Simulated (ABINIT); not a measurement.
# ZnSe (Stilleite): band structure with r2SCAN

**What was measured.**

“Alloy Disordering Effects on the Thermal Conductivity and Energy Gap Temperature Dependence of Cd1−xZnxSe Ternary Crystals Grown by the Bridgman Method”, 2023, pmc:10253836 reports, for a bulk crystal of ZnSe at 300 K: band gap 2.695 ± 0.003 eV (an exciton energy, a little under the gap).

The system is ZnSe (Stilleite).

```
Se Zn
1.0
     0.00000    2.83380    2.83380
     2.83380    0.00000    2.83380
     2.83380    2.83380    0.00000
Se Zn
1 1
Cartesian
  4.2507 4.2507 4.2507
  0.0000 0.0000 0.0000
```

* Program: ABINIT 10.8.3 (patched build)
* Task: band structure
* Functional: r2SCAN
* Potentials or basis: JTH PAW PBE v2.0
* Cutoff: 707 eV
* k mesh: 6 × 6 × 6
* Occupations: fermi-dirac, width 0.05 eV
* Spin: no spin polarisation
* Fine-grid cutoff: 1306.15 eV

```
Pressure                                              : 0.0 GPa
Band gap on the k mesh                                : 1.85 eV, direct
Band gap along the path                               : 1.85 eV, direct
Valence electrons inside the program's atomic spheres : Se 4.03; Zn 10.74
```

Levels at the corners of the path, in eV from the valence-band top:
```
point  band 5  band 6  band 7  band 8  band 9  band 10  band 11  band 12  band 13  band 14
    Γ   -6.29   -6.29    0.00    0.00    0.00     1.85     6.31     6.31     6.31    10.66
    X   -6.23   -6.11   -4.80   -2.24   -2.24     3.32     3.86    11.49    12.09    12.09
    W   -6.32   -5.98   -4.72   -2.82   -2.71     5.83     6.06     7.60     8.22    12.58
    K   -6.26   -6.02   -4.76   -3.15   -1.83     3.97     6.04     9.65     9.92    10.32
    Γ   -6.29   -6.29    0.00    0.00    0.00     1.85     6.31     6.31     6.31    10.66
    L   -6.27   -6.13   -5.31   -0.89   -0.89     3.03     6.86     6.86     9.08    11.73
    U   -6.26   -6.02   -4.76   -3.15   -1.83     3.97     6.04     9.65     9.92    10.32
    W   -6.32   -5.98   -4.72   -2.82   -2.71     5.83     6.06     7.60     8.22    12.58
    L   -6.27   -6.13   -5.31   -0.89   -0.89     3.03     6.86     6.86     9.08    11.73
    K   -6.26   -6.02   -4.76   -3.15   -1.83     3.97     6.04     9.65     9.92    10.32
```

It took 83 s on 4 MPI ranks on Arm Neoverse V2, on a shared host, peak memory 0.52 GiB a rank.

Measured gap of ZnSe: 2.695 eV (an exciton energy, a little under the gap; 300 K; “Alloy Disordering Effects on the Thermal Conductivity and Energy Gap Temperature Dependence of Cd1−xZnxSe Ternary Crystals Grown by the Bridgman Method”, 2023, pmc:10253836). This calculation gives 1.85 eV (-0.84 eV). Spin-orbit coupling on Se is left out. The value is that of r2SCAN, without temperature or zero-point motion.

Caveat: the PAW data sets were made with another functional, which shifts forces and pressure a little.
